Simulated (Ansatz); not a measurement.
# Si: a test of stability by relaxation, part 1 of 2

The task, for Si: break the symmetry and see whether a relaxation comes back and disturb the structure and relax it again.

Computed with Ansatz 0.2.0 (DFT r2SCAN, scalar-relativistic, plane waves, PAW, unless a step's input says otherwise).

1 further run of the same task is left out (set aside as unsound or not needed).

## Step 1: The system as given

The structure is trigonal, space group R-3 (No. 148). The conventional cell has a = 9.431 Å, b = 9.431 Å, c = 5.666 Å, α = 90.00°, β = 90.00°, γ = 120.00°. Around Si (site symmetry 1) lie 4 Si at 2.34 to 2.39 Å. Si (site symmetry 3) is surrounded by 4 Si at 2.38 to 2.41 Å.

Structure file:

```xyz
8
Lattice="4.7155 2.7225 1.8887 -4.7155 2.7225 1.8887 0.0000 -5.4450 1.8887" Properties=species:S:1:pos:R:3 pbc="T T T"
Si   -3.2913   -0.8301    2.3569
Si    3.2913    0.8301    3.3093
Si    0.0000    0.0000    4.0367
Si   -0.9268   -3.2654    3.3093
Si   -2.3645    2.4353    3.3093
Si    0.9268    3.2654    2.3569
Si    0.0000    0.0000    1.6295
Si    2.3645   -2.4353    2.3569
```

It goes back to an entry of the Materials Project, which need not be the stable form.

This cell was relaxed beforehand with the same method: volume 18.19 Å³/atom, gap on the mesh none (metal).

## Step 2: Zero of the scan

Input file input.yaml:

```yaml
crystal:
  lattice:
    - [4.7155229196, 2.722508427, 1.8887253244]
    - [-4.7155229196, 2.722508427, 1.8887253244]
    - [0.0, -5.445016854, 1.8887253244]
  atoms:
    - { symbol: Si, position: [0.0161492331, 0.7141238568, 0.5175808473] }
    - { symbol: Si, position: [0.9838507669, 0.2858761432, 0.4824191527] }
    - { symbol: Si, position: [0.7124214625, 0.7124214625, 0.7124214625] }
    - { symbol: Si, position: [0.2858761432, 0.4824191527, 0.9838507669] }
    - { symbol: Si, position: [0.4824191527, 0.9838507669, 0.2858761432] }
    - { symbol: Si, position: [0.7141238568, 0.5175808473, 0.0161492331] }
    - { symbol: Si, position: [0.2875785375, 0.2875785375, 0.2875785375] }
    - { symbol: Si, position: [0.5175808473, 0.0161492331, 0.7141238568] }
basis:
  ecutwfc: 500
kpoints:
  mp_grid: { grid: [6, 6, 6] }
hamiltonian:
  xc: r2scan
scf:
  occupations: { method: gaussian, width: 0.15 }
output:
  forces: true
  stress: true
  eigenvalues: true
  write_density: true
  write_potential: true
  elf: true
  volumetric_format: npy
```

The run is started by

```bash
ansatz run input.yaml --threads 2 --pin off --max-ram 5120MiB --backend cpu --events-out ev --progress --plain --runs-dir out
```

Standard output, shortened:

```text
Warning: RAYON_NUM_THREADS=2 ignored (pool sized by the plan → 2); use --threads N
[...]
Pseudopotentials: kind: paw
Pseudopotential: Si, paw, valence charge 4, recommended cutoff 500 eV (meta_gga), Si.paw.azcp
Functional definition: r2SCAN
[...]
Crystal: 8 atoms, lattice volume = 145.485 Å³
Basis set: ecut = 500 eV, 3673 PW (Γ), exchange–correlation on 180×180×180 points (64 copies of the dense FFT grid, shifted against one another)
Bands: 24, of which v1, the nominal top of the filled ones, is band 16 counted from 1 (15 counted from 0)
Symmetry: 6 space group operations
Space group: R-3 (ITA 148), of the structure as read, at distance tolerance 5.3e-5 Å
k-points: 40 of 216
[...]
SCF iter   1: F=—  HF=-5110.876971 eV  |F-HF|=—  |Δ(HF+E_count)|=         —  Δρ=5.13e-3  dr2=3.24e-2  dr2_τ=4.80e-2  ethr=1.77e-3  ⟨swp⟩=6.9  Hψ=5631  notcnv=0
[...]
SCF iter   6: F=-5110.966159 eV  HF=-5110.966159 eV  |F-HF|=6.45e-8  |Δ(HF+E_count)|=   1.59e-6  Δρ=7.30e-6  dr2=5.94e-8  dr2_τ=9.29e-10  ethr=3.13e-10  ⟨swp⟩=14.2  Hψ=7869  notcnv=0
[...]
SCF converged after 6 iterations
Free energy (F): -5110.966159 eV
[...]
E sigma→0 (E₀):  -5110.965193 eV
Entropy (-TS):   -0.001932 eV (-0.241 meV/atom)
Fermi energy:    7.576304 eV
[...]
--- Forces (eV/Å), atoms counted from 1 ---
  atom   1  Si    -0.00660816     0.00663319     0.00396086
  atom   2  Si     0.00660816    -0.00663319    -0.00396086
  atom   3  Si    -0.00000000     0.00000000     0.00415786
  atom   4  Si    -0.00904859    -0.00240624    -0.00396086
  atom   5  Si     0.00244043     0.00903943    -0.00396086
  atom   6  Si     0.00904859     0.00240624     0.00396086
  atom   7  Si     0.00000000    -0.00000000    -0.00415786
  atom   8  Si    -0.00244043    -0.00903943     0.00396086
[...]
--- Stress (GPa, compression-positive) ---
       -0.028515       0.000000       0.000000
       -0.000000      -0.028515       0.000000
        0.000000       0.000000       0.034040
  P = ⅓ Tr σ = -0.0077 GPa (-0.077 kbar)
--- Band table (eV; the first three rows and the last of 40) ---
  k-point 0: bands = ["-5.8244", "-1.1767", "-0.7905", "-0.7905", "-0.5134", "0.7303", "0.7303", "0.8548", "2.4428", "2.4428", "3.0463", "3.3560", "3.3560", "6.0481", "6.0481", "6.6076", "9.5065", "9.7673", "9.7673", "11.7867", "11.7867", "12.4581", "12.6610", "12.6610"]
[...]
```

Run time: 13 s. Hardware: 2 threads of Arm Neoverse V1, shared host; peak memory 0.84 GiB.

The maps below are laid out on this run's own conventional cell (a, b, c = 9.431, 9.431, 5.666 Å).

Density in a lattice plane of the grid's cell (edges 9.43 and 9.43 Å, at 0.083 of the third edge), which holds Si.

Ten even steps from ' ' (0.05 e/Å³) to '@' (0.54 e/Å³):
```
::....::--++%%@@%%**++++++++==--::..      ..::::
..    ..--++####++==----::......      ..........
      ..::----------::..        ....::::::....  
          ....::----::..      ..--++==--::      
....        ..--++++==::....::++%%%%++--..      
==--..      ::**%%##++--::--++@@@@##--..    ::--
++==::    ::++%%%%##==----==##%%++--..    ::++**
==++--....--++**++==::::--++++==::      --++--..
##**--::::------::....--++**==..      --**==  ::
%%**==----::..    ..--**%%**--..  ..--**@@**++%%
++++++==::..    ..--**####**==----++%%@@%%**++++
++####++::      --++::..++%%####++**@@##==::::--
##@@%%==..    ::++==  ::@@@@@@++..--**--..  ..--
##%%**--..  ..--**++==**##%%##----**==..    ..==
++++--..    ..::======----==++##@@##--..    ..==
----..        ........  ..::++@@@@##--..    ..::
::....                  ..--**@@%%**==..    ....
::....        ....    ..::++**::..++==..      ..
::::........::------::--++##--  --**--        ..
::::::::::--++####**++**%%%%++==++--..      ..::
```
Columns run along the first of these edges and rows up along the second, over one cell in 24 and 20 even steps from the bottom left corner. Atoms in the plane (fractional): Si at (0.93, 0.57), Si at (0.63, 0.07), Si at (0.43, 0.37).

ELF in the same plane.

Ten even steps from ' ' (0.05) to '@' (0.95):
```
======++++##@@@@@@****####**====--..    ..--++++
::::::--++%%@@@@**======--::::..      ::==++++--
      ..==****++==--::..        ..--==++**++--..
        ....::--====--..      --**####**++--    
::::..      ..==****++--....==%%@@@@%%**--    ::
**==::      ==**%%##**==--==##@@@@@@##--  ..++**
====--..  ::**##%%##**==--==##@@%%**::  ::**##++
::++==..::==**##**++----==++****==..  ::++++::::
**%%++----++++==::..::++##%%**--    ::**##==--::
@@%%++------..    ..++%%@@%%++::..--##@@@@**--##
##**++++==..    ..==**********++++##@@@@@@##**%%
**%%@@%%==..  ..====::::--%%@@%%==++@@@@##====++
@@@@@@%%--    --++::==--%%@@@@++--::****::  ::++
@@@@%%++..  ..++**==--##@@@@##::--++**--    --%%
%%##++::    ::**##****####**++##@@@@##--    ==%%
**++--..    ..--==--::::::==%%@@@@@@##--  ..==**
**++--                  ..++%%@@%%****==..  --++
++==--........::--::....==**++::::==##==    ::==
++==========++####**==++%%##::==::****::    ::==
++++++++****%%@@@@##**%%@@##--::++++::    ..--==
```
Columns run along the first of these edges and rows up along the second, over one cell in 24 and 20 even steps from the bottom left corner. Atoms in the plane (fractional): Si at (0.93, 0.57), Si at (0.63, 0.07), Si at (0.43, 0.37).

Both are smooth fields of the valence electrons: close to the nuclei they are not physical.

The highest ELF values outside the cores: 0.95 on the Si–Si line, 1.1 Å from Si.

The reference gives a free energy of -5110.9662 eV, pressure -0.01 GPa, largest force 0.010 eV/Å and gap on the mesh none (metal).

## Step 3: Breaking the symmetry

All atoms moved at random, sigma 0.05 Å a component, cell strained at random, sigma 0.06. Displacements in the unstrained cell, with the mean shift removed:

```tsv
atom	ux (Å)	uy (Å)	uz (Å)
Si1	-0.059	-0.043	0.092
Si2	-0.031	-0.067	-0.083
Si3	0.039	0.015	-0.065
Si4	0.003	-0.053	0.077
Si5	-0.011	0.012	-0.025
Si6	-0.008	0.050	0.049
Si7	0.045	0.043	-0.037
Si8	0.020	0.043	-0.008
```

Strain (xx, yy, zz, yz, xz, xy; engineering shear): (0.0561, -0.0648, -0.0805, -0.0494, 0.0710, 0.0669).

## Step 4: The disturbed cell, one point

Input file input.yaml:

```yaml
crystal:
  lattice:
    - [5.138016299, 2.6570391164, 1.8368743225]
    - [-4.821777082, 2.3416030308, 1.5020157453]
    - [-0.1150560549, -5.1385457694, 1.8711095035]
  atoms:
    - { symbol: Si, position: [0.0235570193, 0.7339381212, 0.5390011686] }
    - { symbol: Si, position: [0.9617818364, 0.2703711836, 0.4760006929] }
    - { symbol: Si, position: [0.7060037543, 0.6976988178, 0.699028397] }
    - { symbol: Si, position: [0.2965025504, 0.4923448535, 1.0038647231] }
    - { symbol: Si, position: [0.4776415913, 0.9813837737, 0.2800933368] }
    - { symbol: Si, position: [0.7249882418, 0.5300858043, 0.018601852] }
    - { symbol: Si, position: [0.2885116332, 0.2788931854, 0.275865378] }
    - { symbol: Si, position: [0.5210133732, 0.0152842605, 0.7075444516] }
basis:
  ecutwfc: 500
kpoints:
  mp_grid: { grid: [6, 6, 6] }
hamiltonian:
  xc: r2scan
scf:
  occupations: { method: gaussian, width: 0.15 }
output:
  forces: true
  stress: true
  eigenvalues: true
```

The run is started by

```bash
ansatz run input.yaml --threads 2 --pin off --max-ram 5120MiB --backend cpu --events-out ev --progress --plain --runs-dir out
```

Standard output, shortened:

```text
Warning: RAYON_NUM_THREADS=2 ignored (pool sized by the plan → 2); use --threads N
[...]
[... 3 set-up lines as earlier in the session ...]
[...]
Crystal: 8 atoms, lattice volume = 131.688 Å³
Basis set: ecut = 500 eV, 3315 PW (Γ), exchange–correlation on 180×180×160 points (64 copies of the dense FFT grid, shifted against one another)
Bands: 24, of which v1, the nominal top of the filled ones, is band 16 counted from 1 (15 counted from 0)
Symmetry: 1 space group operations
Space group: P1 (ITA 1), of the structure as read, at distance tolerance 5.1e-5 Å
k-points: 112 of 216 (time reversal used)
[...]
SCF iter   1: F=—  HF=-5108.622610 eV  |F-HF|=—  |Δ(HF+E_count)|=         —  Δρ=5.94e-3  dr2=3.72e-2  dr2_τ=7.13e-2  ethr=1.77e-3  ⟨swp⟩=7.2  Hψ=16095  notcnv=0
[...]
SCF converged after 7 iterations
Free energy (F): -5108.748177 eV
[...]
E sigma→0 (E₀):  -5108.741198 eV
Entropy (-TS):   -0.013958 eV (-1.745 meV/atom)
Fermi energy:    8.604448 eV
[...]
--- Forces (eV/Å), atoms counted from 1 ---
  atom   1  Si     0.19526354     0.61152879    -0.32799430
  atom   2  Si     1.27854453     0.87298519     1.56937604
  atom   3  Si    -1.48634818     0.81966071     2.00634803
  atom   4  Si     0.93860030     2.33325363    -2.26080744
  atom   5  Si    -2.00617817     0.73487197    -0.28436951
  atom   6  Si    -0.36470484    -1.61603601     0.57633077
  atom   7  Si     0.56134716    -2.50414036    -1.89297451
  atom   8  Si     0.88348318    -1.25212732     0.61409755
[...]
--- Stress (GPa, compression-positive) ---
        1.035944      -7.071735      -6.307172
       -7.071735      18.725120       0.623021
       -6.307172       0.623021      23.159184
  P = ⅓ Tr σ = 14.3067 GPa (143.067 kbar)
--- Band table (eV; the first three rows and the last of 112) ---
[... band rows left out ...]
[...]
```

Wall time 40 s (2 threads of Arm Neoverse V1, shared host); peak memory 0.84 GiB.

## Step 5: Relaxation of the disturbed structure

Edit input.yaml of step 4 so:

```diff
@@ -26 +26,5 @@
   eigenvalues: true
+relax:
+  adjacent_minimum: "off"
+  f_tol: 0.01
+  max_steps: 80
```

The run is started by

```bash
ansatz run input.yaml --threads 2 --pin off --max-ram 5120MiB --backend cpu --events-out ev --progress --plain --runs-dir out
```

Standard output, shortened:

```text
Warning: output.stress: scf.convergence.dr2_threshold = 1e-7 eV (the SCF's general default) is looser than the 8e-10 eV advised for a printed stress (1e-10 eV for each atom of the cell: 8). What an SCF threshold leaves in a stress goes as its square root, and in the free energy as the [...]
Warning: RAYON_NUM_THREADS=2 ignored (pool sized by the plan → 2); use --threads N
[...]
[... 3 set-up lines as earlier in the session ...]
[...]
Crystal: 8 atoms, lattice volume = 131.688 Å³
Basis set: ecut = 500 eV, 3315 PW (Γ), exchange–correlation on 180×180×160 points (64 copies of the dense FFT grid, shifted against one another)
Bands: 24, of which v1, the nominal top of the filled ones, is band 16 counted from 1 (15 counted from 0)
[... 2 set-up lines as earlier in the session ...]
k-points: 112 of 216 (time reversal used)
[...]
--- Stress (GPa, compression-positive) ---
        0.690358      -4.515081      -4.643533
       -4.515080      11.898380       0.186405
       -4.643533       0.186405      14.245659
  P = ⅓ Tr σ = 8.9448 GPa (89.448 kbar)
--- Band table (eV; the first three rows and the last of 112) ---
[... band rows left out ...]
[...]
--- Relaxed structure (6 steps of the walk, 6 accepted, 0 SCFs on fresh bases) ---
  F+E_penalty+E_count = -5109.70330056 eV   max|allowed force component| = 2.869e-3 eV/Å
  atoms:
    - { symbol: Si, position: [0.031757543560324786, 0.7322892131403873, 0.5354561005067346] }
    - { symbol: Si, position: [0.9682621767506111, 0.2677434319462988, 0.4645899115926553] }
    - { symbol: Si, position: [0.7299195942800877, 0.7412707401786696, 0.7177227550698477] }
    - { symbol: Si, position: [0.27977967838758633, 0.4553698899165546, 0.9674990050981723] }
    - { symbol: Si, position: [0.4596533502837007, 0.970081935817009, 0.26685601756013844] }
    - { symbol: Si, position: [0.7203250767375109, 0.544695091334843, 0.032531427751472] }
    - { symbol: Si, position: [0.26995655930908496, 0.25862781114104666, 0.28216840620467265] }
    - { symbol: Si, position: [0.5403460205910935, 0.029921886525191788, 0.7331763762163073] }
```

Wall time 4 min (2 threads of Arm Neoverse V1, shared host); peak memory 0.89 GiB.

Relaxation path:

| step | energy from step 1 (eV/cell) | largest force component (eV/Å) |
| --- | --- | --- |
| 1 | 0.0000 | 2.5041 |
| 2 | -0.8646 | 0.6990 |
| 3 | -0.9526 | 0.1028 |
| 4 | -0.9546 | 0.0653 |
| 5 | -0.9551 | 0.0029 |
| 6 | -0.9551 | 0.0029 |

Step 1 is the start.

## Step 6: Breaking the symmetry

Cell sheared at random, sigma 0.1, atoms nudged by 0.01 Å. Displacements in the unstrained cell, with the mean shift removed:

```tsv
atom	ux (Å)	uy (Å)	uz (Å)
Si1	0.007	0.004	-0.006
Si2	0.015	0.001	-0.008
Si3	0.015	0.017	-0.003
Si4	0.002	-0.001	0.026
Si5	-0.008	-0.005	-0.006
Si6	-0.011	-0.009	0.004
Si7	-0.014	-0.009	0.002
Si8	-0.006	0.002	-0.009
```

Strain (xx, yy, zz, yz, xz, xy; engineering shear): (0.0045, -0.0151, 0.0107, -0.1142, 0.0445, -0.0805).

## Step 7: The disturbed cell, one point

Input file input.yaml:

```yaml
crystal:
  lattice:
    - [4.6691238954, 2.3837480225, 1.858461324]
    - [-4.8040922357, 2.7631888927, 1.6484865547]
    - [0.2611212627, -5.4703755055, 2.2196954045]
  atoms:
    - { symbol: Si, position: [0.0160241552, 0.7125368093, 0.5159599753] }
    - { symbol: Si, position: [0.9841278268, 0.2829022686, 0.4809297223] }
    - { symbol: Si, position: [0.714514292, 0.7112746514, 0.7097490966] }
    - { symbol: Si, position: [0.2905698969, 0.4866363084, 0.9885569219] }
    - { symbol: Si, position: [0.4802383474, 0.983415969, 0.2854522213] }
    - { symbol: Si, position: [0.7131662859, 0.5189557823, 0.0179890247] }
    - { symbol: Si, position: [0.285849975, 0.2888776514, 0.288981737] }
    - { symbol: Si, position: [0.5155092207, 0.0154005596, 0.7123813009] }
basis:
  ecutwfc: 500
kpoints:
  mp_grid: { grid: [6, 6, 6] }
hamiltonian:
  xc: r2scan
scf:
  occupations: { method: gaussian, width: 0.15 }
output:
  forces: true
  stress: true
  eigenvalues: true
  write_density: true
  write_potential: true
  elf: true
  volumetric_format: npy
```

The run is started by

```bash
ansatz run input.yaml --threads 2 --pin off --max-ram 5120MiB --backend cpu --events-out ev --progress --plain --runs-dir out
```

Standard output, shortened:

```text
Warning: RAYON_NUM_THREADS=2 ignored (pool sized by the plan → 2); use --threads N
[...]
[... 3 set-up lines as earlier in the session ...]
[...]
Crystal: 8 atoms, lattice volume = 144.688 Å³
Basis set: ecut = 500 eV, 3685 PW (Γ), exchange–correlation on 180×180×180 points (64 copies of the dense FFT grid, shifted against one another)
Bands: 24, of which v1, the nominal top of the filled ones, is band 16 counted from 1 (15 counted from 0)
[... 1 set-up line as earlier in the session ...]
Space group: P1 (ITA 1), of the structure as read, at distance tolerance 5.2e-5 Å
k-points: 112 of 216 (time reversal used)
[...]
SCF iter   1: F=—  HF=-5109.922968 eV  |F-HF|=—  |Δ(HF+E_count)|=         —  Δρ=5.41e-3  dr2=3.64e-2  dr2_τ=5.20e-2  ethr=1.77e-3  ⟨swp⟩=7.0  Hψ=15843  notcnv=0
[...]
SCF converged after 6 iterations
Free energy (F): -5110.013859 eV
[...]
E sigma→0 (E₀):  -5110.010033 eV
Entropy (-TS):   -0.007652 eV (-0.957 meV/atom)
Fermi energy:    7.503653 eV
[...]
--- Forces (eV/Å), atoms counted from 1 ---
  atom   1  Si     0.23157268     0.74547417    -0.62409285
  atom   2  Si    -0.39654936    -0.97841871     0.61180539
  atom   3  Si    -0.88016561    -0.75517658    -0.12010228
  atom   4  Si    -0.54699209    -0.53522192    -1.04479224
  atom   5  Si    -0.39147915    -0.38604400     0.13945236
  atom   6  Si     0.65742339     0.69140469     0.65422662
  atom   7  Si     0.89702603     0.73416432     0.14828882
  atom   8  Si     0.42916482     0.48381982     0.23521140
[...]
--- Stress (GPa, compression-positive) ---
        2.657739       9.457804      -1.583909
        9.457804       3.567216       9.221936
       -1.583910       9.221936       0.311250
  P = ⅓ Tr σ = 2.1787 GPa (21.787 kbar)
--- Band table (eV; the first three rows and the last of 112) ---
[... band rows left out ...]
[...]
```

Wall time 50 s (2 threads of Arm Neoverse V1, shared host); peak memory 0.9 GiB.

Density in a lattice plane of the grid's cell (edges 5.56 and 5.91 Å, at 0.283 of the third edge), which holds Si.

Values in e/Å³, 12 rows by 12 columns:
```
0.12 0.22 0.28 0.25 0.20 0.20 0.29 0.47 0.49 0.30 0.13 0.08
0.15 0.25 0.28 0.22 0.18 0.19 0.31 0.48 0.46 0.26 0.11 0.08
0.20 0.29 0.26 0.16 0.11 0.12 0.19 0.27 0.25 0.14 0.08 0.11
0.32 0.36 0.24 0.12 0.06 0.06 0.10 0.13 0.12 0.09 0.10 0.19
0.32 0.37 0.28 0.14 0.08 0.08 0.09 0.10 0.10 0.13 0.22 0.31
0.06 0.30 0.40 0.26 0.18 0.17 0.15 0.13 0.14 0.23 0.38 0.20
0.22 0.57 0.60 0.44 0.32 0.34 0.26 0.18 0.17 0.28 0.41 0.24
0.39 0.54 0.58 0.19 0.16 0.40 0.29 0.17 0.15 0.20 0.28 0.30
0.20 0.33 0.35 0.11 0.19 0.33 0.19 0.10 0.08 0.10 0.12 0.14
0.10 0.22 0.39 0.44 0.37 0.21 0.10 0.06 0.06 0.06 0.05 0.06
0.08 0.19 0.35 0.39 0.25 0.13 0.09 0.10 0.12 0.10 0.06 0.05
0.09 0.20 0.31 0.29 0.20 0.15 0.17 0.25 0.28 0.20 0.10 0.06
```
Columns run along the first of these edges and rows up along the second, over one cell in 12 and 12 even steps from the bottom left corner. Atoms in the plane (fractional): Si at (0.98, 0.48), Si at (0.29, 0.29).

ELF in the same plane.

Values, 12 rows by 12 columns:
```
0.37 0.67 0.63 0.50 0.48 0.46 0.64 0.89 0.94 0.85 0.40 0.10
0.54 0.76 0.69 0.52 0.44 0.42 0.68 0.90 0.92 0.76 0.26 0.13
0.74 0.88 0.80 0.48 0.21 0.20 0.45 0.67 0.65 0.37 0.10 0.25
0.84 0.90 0.75 0.31 0.06 0.05 0.14 0.24 0.23 0.12 0.16 0.51
0.54 0.66 0.63 0.33 0.11 0.08 0.10 0.12 0.13 0.23 0.47 0.48
0.52 0.42 0.80 0.64 0.36 0.33 0.29 0.19 0.21 0.52 0.65 0.28
0.30 0.85 0.93 0.71 0.37 0.59 0.58 0.33 0.31 0.61 0.66 0.27
0.69 0.91 0.88 0.28 0.24 0.60 0.67 0.36 0.27 0.47 0.54 0.41
0.54 0.74 0.50 0.40 0.29 0.55 0.50 0.19 0.12 0.18 0.24 0.28
0.24 0.59 0.77 0.79 0.69 0.48 0.16 0.06 0.06 0.06 0.05 0.06
0.20 0.70 0.90 0.90 0.67 0.26 0.11 0.20 0.31 0.26 0.10 0.04
0.27 0.72 0.84 0.75 0.47 0.30 0.38 0.65 0.79 0.70 0.31 0.07
```
Columns run along the first of these edges and rows up along the second, over one cell in 12 and 12 even steps from the bottom left corner. Atoms in the plane (fractional): Si at (0.98, 0.48), Si at (0.29, 0.29).

Both are smooth fields of the valence electrons: close to the nuclei they are not physical.

The highest ELF values outside the cores: 0.96 on the Si–Si line, 1.1 Å from Si.

(Continued in part 2 of 2.)
